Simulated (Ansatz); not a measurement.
# HfO2 (point on the way): single point, part 1 of 2

Aim: for HfO2 (point on the way), 5 runs in a chain (single point).

Method: DFT PBEsol, scalar-relativistic, plane waves, PAW, in Ansatz 0.2.0.

## (1) The starting structure

Symmetry: Pca2_1, No. 29, orthorhombic system. The conventional cell has a = 5.228 Å, b = 5.017 Å, c = 5.041 Å, α = 90.00°, β = 90.00°, γ = 90.00°. Hf (site symmetry 1) is surrounded by 7 O at 2.03 to 2.23 Å. O (site symmetry 1) has 3 Hf at 2.03 to 2.14 Å as nearest neighbours. O (site symmetry 1) is surrounded by 4 Hf at 2.12 to 2.23 Å.

Structure file:

```cif
data_structure
_symmetry_space_group_name_H-M 'Pca2_1'
_symmetry_Int_Tables_number 29
_cell_length_a 5.2278
_cell_length_b 5.0173
_cell_length_c 5.0414
_cell_angle_alpha 90.000
_cell_angle_beta 90.000
_cell_angle_gamma 90.000
_cell_volume 132.23
loop_
_atom_site_label
_atom_site_type_symbol
_atom_site_symmetry_multiplicity
_atom_site_Wyckoff_symbol
_atom_site_fract_x
_atom_site_fract_y
_atom_site_fract_z
_atom_site_occupancy
Hf1 Hf 4 a 0.96707 0.73242 0.75264 1
O1 O 4 a 0.63199 0.92826 0.89023 1
O2 O 4 a 0.76597 0.45967 0.00114 1
```

## (2) Single point: HfO2 (point on the way), no spin

input.yaml reads:

```yaml
crystal:
  lattice:
    - [5.227804, 0.0, 0.0]
    - [0.0, 5.017257, 0.0]
    - [0.0, 0.0, 5.041433]
  atoms:
    - { symbol: Hf, position: [0.9670660951, 0.7324189293, 0.7526350147] }
    - { symbol: Hf, position: [0.0329339049, 0.2675810707, 0.2526349155] }
    - { symbol: Hf, position: [0.4670660951, 0.2675810707, 0.7526350147] }
    - { symbol: Hf, position: [0.5329339049, 0.7324189293, 0.2526349155] }
    - { symbol: O, position: [0.6319919415, 0.928261, 0.890225061] }
    - { symbol: O, position: [0.3680080585, 0.071739, 0.3902249618] }
    - { symbol: O, position: [0.1319919415, 0.071739, 0.890225061] }
    - { symbol: O, position: [0.8680080585, 0.928261, 0.3902249618] }
    - { symbol: O, position: [0.7659650209, 0.4596690981, 0.0011399537] }
    - { symbol: O, position: [0.2340349791, 0.5403309019, 0.5011400528] }
    - { symbol: O, position: [0.2659650209, 0.5403309019, 0.0011399537] }
    - { symbol: O, position: [0.7340349791, 0.4596690981, 0.5011400528] }
scf:
  occupations: { method: fixed }
output:
  eigenvalues: true
  polarization: { axes: [b3] }
  write_density: true
  write_potential: true
  elf: true
  volumetric_format: npy
hamiltonian:
  xc: pbesol
basis:
  ecutwfc: 520
kpoints:
  mp_grid: { grid: [4, 4, 4] }
```

The run is started by

```console
$ ansatz run input.yaml --threads 4 --pin off --max-ram 8192MiB --backend cpu --events-out ev --progress --plain --runs-dir out
```

Standard output (excerpt; [...] marks lines left out):

```text
Warning: RAYON_NUM_THREADS=4 ignored (pool sized by the plan → 4); use --threads N
[...]
Pseudopotentials: kind: paw
Pseudopotential: Hf, paw, valence charge 26, recommended cutoff 420 eV (normal), Hf.paw.azcp
Pseudopotential: O, paw, valence charge 6, recommended cutoff 420 eV (normal), O.paw.azcp
Functional definition: PBEsol
[...]
Crystal: 12 atoms, lattice volume = 132.233 Å³
Basis set: ecut = 520 eV, 3559 PW (Γ)
Bands: 92, of which v1, the nominal top of the filled ones, is band 76 counted from 1 (75 counted from 0)
Symmetry: 4 space group operations
Space group: Pca21 (ITA 29), of the structure as read, at distance tolerance 5.1e-5 Å
k-points: 27 of 64 (time reversal used)
[...]
SCF iter   1: F=—  HF=-66901.056210 eV  |F-HF|=—  |Δ(HF+E_count)|=         —  Δρ=1.82e-2  dr2=3.57e-1  ethr=1.77e-3  ⟨swp⟩=4.5  Hψ=6972  notcnv=0  defer=296
[...]
SCF iter   8: F=-66900.965374 eV  HF=-66900.965374 eV  |F-HF|=1.23e-8  |Δ(HF+E_count)|=   2.02e-7  Δρ=5.76e-6  dr2=3.78e-8  ethr=6.58e-11  ⟨swp⟩=9.3  Hψ=9709  notcnv=0
[...]
NSCF: frozen V_eff on 30 k-points
SCF converged after 8 iterations
Free energy (F): -66900.965374 eV
[...]
E sigma→0 (E₀):  -66900.965374 eV
Fermi energy:    14.977389 eV
[...]
--- Band table (eV; the first three rows and the last of 27) ---
[...]
--- Formal polarisation (Berry phase): one branch of a lattice of values; only differences between neighbouring runs are physical ---
  axis  mesh            electronic          ionic      p = total  spread (rad)  least overlap  resolved gap  δp at fixed H ≤   (phases in cycles; p mod 2; gap in eV; gap and δp judge the states as solved, not the mesh's step, its correction or the SCF's stop)
  b3    4×4×4          -0.77779959    73.66679672    72.88899713      0.091488         0.9365        4.5739           1.6e-5
  quantum along a1:   0.07906962 e/Å² =   126.683497 µC/cm²
  quantum along a2:   0.07588513 e/Å² =   121.581387 µC/cm²
  quantum along a3:   0.07625079 e/Å² =   122.167235 µC/cm²
```

It took 32 s on 4 threads of AMD EPYC 7R43 (Zen 3), shared host; peak memory 1 GiB.

Density in a lattice plane of the grid's cell (edges 5.23 and 5.04 Å, at 0.072 of the third edge), which holds O.

Ten even steps from '0' (0.07 e/Å³) to '9' (7.22 e/Å³):
```
135764100000000110000000
148985200000001110000000
137875200000011110000000
023442100000011100000000
001111000000000000000000
000000000000000000000000
000000000000000000000000
000000000000000000000000
000000000100000000000000
000000012321000000000000
000000146753100000000100
000000259984100000001110
000000258973100000001111
000000124432000000000111
000000011110000000000000
000000000000000000000000
000000000000000000000000
000000000000000000000000
000100000000000000000000
012321000000000000000000
```
Columns run along the first of these edges and rows up along the second, over one cell in 24 and 20 even steps from the bottom left corner. Atoms in the plane (fractional): O at (0.37, 0.39), O at (0.13, 0.89).

ELF in the same plane.

Ten even steps from ' ' (0.03) to '@' (0.82):
```
@@@@%%##%%@@@@%%--    ..==**%%@@@@%%**--    ::**
@@@@**--++%%@@%%--    ..--**%%@@@@@@##--..  ::##
@@@@##++**@@@@##::    ..::==##%%@@%%##--..  ::##
@@@@@@@@@@@@@@++..  ....::::==**####**--    ::**
##%%@@@@@@%%**::    ..::::..::--==++--..    ..==
--++******==::      ..................        ..
  ..::::....                                    
            ..------::....            ....::....
..      ..--++##%%%%##**==..        ::--++++++--
--..    ::**%%@@@@@@@@@@%%==..    ..==**##%%##**
==..  ..--##@@@@%%##%%@@@@**::    ::**%%@@@@%%**
--..    --%%@@%%++--**@@@@##::    --##@@@@@@%%**
::..    ::##@@@@**++##@@@@##::    --##%%@@%%##==
::....  ..++%%@@@@@@@@@@@@**::    --**####**==::
::::..    ::**%%@@@@@@%%##==..    ..--====--::..
......      ::==******++--..        ............
              ....::::..                        
....::----::..            ....::....            
==**##%%%%##++--..      ..--++++++--::        ..
%%@@@@@@@@@@%%**::    ..--**##%%%%**==..    ..==
```
Columns run along the first of these edges and rows up along the second, over one cell in 24 and 20 even steps from the bottom left corner. Atoms in the plane (fractional): O at (0.37, 0.39), O at (0.13, 0.89).

Both are smooth fields of the valence electrons: close to the nuclei they are not physical.

Maxima of ELF outside the ion cores: 0.84 in the shell around O, 0.6 Å from O.

## (3) Single point

input.yaml reads:

```yaml
crystal:
  lattice:
    - [5.227804, 0.0, 0.0]
    - [0.0, 5.017257, 0.0]
    - [0.0, 0.0, 5.041433]
  atoms:
    - { symbol: Hf, position: [0.9657513939, 0.729922944, 0.7479042169] }
    - { symbol: Hf, position: [0.0338195541, 0.2694245083, 0.250741803] }
    - { symbol: Hf, position: [0.4661500316, 0.2693589346, 0.750688346] }
    - { symbol: Hf, position: [0.5342629525, 0.729944669, 0.2479116553] }
    - { symbol: O, position: [0.6219322683, 0.915576579, 0.8627681852] }
    - { symbol: O, position: [0.3795568847, 0.0858423238, 0.3511362742] }
    - { symbol: O, position: [0.1204450282, 0.0858265781, 0.8511002725] }
    - { symbol: O, position: [0.8780774872, 0.9155998985, 0.3627486471] }
    - { symbol: O, position: [0.7577967728, 0.4538250682, 0.0027904764] }
    - { symbol: O, position: [0.2434437098, 0.5454328929, 0.5006784777] }
    - { symbol: O, position: [0.2565836439, 0.5453529688, 0.0007063468] }
    - { symbol: O, position: [0.7421800817, 0.453892635, 0.5028250896] }
scf:
  occupations: { method: fixed }
output:
  eigenvalues: true
  polarization: { axes: [b3] }
hamiltonian:
  xc: pbesol
basis:
  ecutwfc: 520
kpoints:
  mp_grid: { grid: [4, 4, 4] }
```

The run is started by

```console
$ ansatz run input.yaml --threads 4 --pin off --max-ram 8192MiB --backend cpu --events-out ev --progress --plain --runs-dir out
```

Standard output (excerpt; [...] marks lines left out):

```text
Warning: RAYON_NUM_THREADS=4 ignored (pool sized by the plan → 4); use --threads N
[...]
[... 4 set-up lines as earlier in the session ...]
[...]
Crystal: 12 atoms, lattice volume = 132.233 Å³
Basis set: ecut = 520 eV, 3559 PW (Γ)
Bands: 92, of which v1, the nominal top of the filled ones, is band 76 counted from 1 (75 counted from 0)
Symmetry: 1 space group operations
Space group: P1 (ITA 1), of the structure as read, at distance tolerance 5.1e-5 Å
k-points: 36 of 64 (time reversal used)
[...]
SCF iter   1: F=—  HF=-66900.951350 eV  |F-HF|=—  |Δ(HF+E_count)|=         —  Δρ=1.85e-2  dr2=3.68e-1  ethr=1.77e-3  ⟨swp⟩=4.6  Hψ=9323  notcnv=0  defer=389
[...]
SCF iter   8: F=-66900.858048 eV  HF=-66900.858048 eV  |F-HF|=1.42e-8  |Δ(HF+E_count)|=   3.65e-7  Δρ=5.49e-6  dr2=3.51e-8  ethr=6.58e-11  ⟨swp⟩=8.9  Hψ=13456  notcnv=0
[...]
NSCF: frozen V_eff on 37 k-points
SCF converged after 8 iterations
Free energy (F): -66900.858048 eV
[...]
E sigma→0 (E₀):  -66900.858048 eV
Fermi energy:    14.908204 eV
[...]
--- Band table (eV; the first three rows and the last of 36) ---
[...]
--- Formal polarisation (Berry phase): one branch of a lattice of values; only differences between neighbouring runs are physical ---
  axis  mesh            electronic          ionic      p = total  spread (rad)  least overlap  resolved gap  δp at fixed H ≤   (phases in cycles; p mod 2; gap in eV; gap and δp judge the states as solved, not the mesh's step, its correction or the SCF's stop)
  b3    4×4×4           0.56154490    72.53691917    73.09846407      0.120583         0.9384        4.3788           1.6e-5
  quantum along a1:   0.07906962 e/Å² =   126.683497 µC/cm²
  quantum along a2:   0.07588513 e/Å² =   121.581387 µC/cm²
  quantum along a3:   0.07625079 e/Å² =   122.167235 µC/cm²
```

Wall time 38 s (4 threads of AMD EPYC 7R43 (Zen 3), shared host); peak memory 0.9 GiB.

## (4) Single point

input.yaml reads:

```yaml
crystal:
  lattice:
    - [5.227804, 0.0, 0.0]
    - [0.0, 5.017257, 0.0]
    - [0.0, 0.0, 5.041433]
  atoms:
    - { symbol: Hf, position: [0.9663392124, 0.7292990971, 0.7408226986] }
    - { symbol: Hf, position: [0.0321379684, 0.2719711189, 0.2566349687] }
    - { symbol: Hf, position: [0.4677935516, 0.2717779855, 0.7564234217] }
    - { symbol: Hf, position: [0.5337793842, 0.7293690556, 0.2408876603] }
    - { symbol: O, position: [0.619401569, 0.9087369852, 0.8415404906] }
    - { symbol: O, position: [0.382738144, 0.0924140422, 0.3018621888] }
    - { symbol: O, position: [0.1172448317, 0.0924078635, 0.8016550056] }
    - { symbol: O, position: [0.8805900145, 0.908741968, 0.3414203858] }
    - { symbol: O, position: [0.7569822817, 0.4506502258, 0.005052135] }
    - { symbol: O, position: [0.2499001493, 0.5469982901, 0.4983103019] }
    - { symbol: O, position: [0.2500876085, 0.5468448198, -0.0016790861] }
    - { symbol: O, position: [0.7430049022, 0.4507885484, 0.5050696895] }
scf:
  occupations: { method: fixed }
output:
  eigenvalues: true
  polarization: { axes: [b3] }
hamiltonian:
  xc: pbesol
basis:
  ecutwfc: 520
kpoints:
  mp_grid: { grid: [4, 4, 4] }
```

The run is started by

```console
$ ansatz run input.yaml --threads 4 --pin off --max-ram 8192MiB --backend cpu --events-out ev --progress --plain --runs-dir out
```

Standard output (excerpt; [...] marks lines left out):

```text
Warning: RAYON_NUM_THREADS=4 ignored (pool sized by the plan → 4); use --threads N
[...]
[... 4 set-up lines as earlier in the session ...]
[...]
Crystal: 12 atoms, lattice volume = 132.233 Å³
Basis set: ecut = 520 eV, 3559 PW (Γ)
Bands: 92, of which v1, the nominal top of the filled ones, is band 76 counted from 1 (75 counted from 0)
[... 2 set-up lines as earlier in the session ...]
k-points: 36 of 64 (time reversal used)
[...]
SCF iter   1: F=—  HF=-66900.650506 eV  |F-HF|=—  |Δ(HF+E_count)|=         —  Δρ=1.86e-2  dr2=3.76e-1  ethr=1.77e-3  ⟨swp⟩=4.7  Hψ=9351  notcnv=0  defer=396
[...]
SCF iter   8: F=-66900.555795 eV  HF=-66900.555795 eV  |F-HF|=9.24e-9  |Δ(HF+E_count)|=   7.25e-8  Δρ=5.93e-6  dr2=5.04e-8  ethr=6.58e-11  ⟨swp⟩=9.7  Hψ=12558  notcnv=0
[...]
NSCF: frozen V_eff on 37 k-points
SCF converged after 8 iterations
Free energy (F): -66900.555795 eV
[...]
E sigma→0 (E₀):  -66900.555795 eV
Fermi energy:    14.911257 eV
[...]
--- Band table (eV; the first three rows and the last of 36) ---
[...]
--- Formal polarisation (Berry phase): one branch of a lattice of values; only differences between neighbouring runs are physical ---
  axis  mesh            electronic          ionic      p = total  spread (rad)  least overlap  resolved gap  δp at fixed H ≤   (phases in cycles; p mod 2; gap in eV; gap and δp judge the states as solved, not the mesh's step, its correction or the SCF's stop)
  b3    4×4×4          -0.24440839    71.62337415    71.37896576      0.128241         0.9315        4.3545           1.6e-5
  quantum along a1:   0.07906962 e/Å² =   126.683497 µC/cm²
  quantum along a2:   0.07588513 e/Å² =   121.581387 µC/cm²
  quantum along a3:   0.07625079 e/Å² =   122.167235 µC/cm²
```

Run time: 41 s. Hardware: 4 threads of AMD EPYC 7R43 (Zen 3), shared host; peak memory 0.91 GiB.

(Continued in part 2 of 2.)
